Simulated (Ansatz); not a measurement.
Consider Li$_{2}$O in the anti-fluorite structure (space group Fm-3m, No. 225; a = 4.573 Å). Axes: x, y, z lie along the cube axes.

Level of theory: r2SCAN (Ansatz, an electronic-structure program, PAW, no spin-orbit coupling).

It is then changed as follows: the cell is stretched by 0.74 % along z with no lateral relaxation; the atoms relax in the strained cell.

Question: Predict the stress tensor and what it implies for the stiffness.

Answer: Stress of the strained cell less that of the base (GPa, compression positive):
```
  -0.15    0.00    0.00
   0.00   -0.15    0.00
   0.00    0.00   -1.60
```

Then −Δσ_ii/ε with ε = 0.0074 gives relaxed-ion elastic constants: C33 ≈ 217 GPa.

Stability against distortions was not tested.
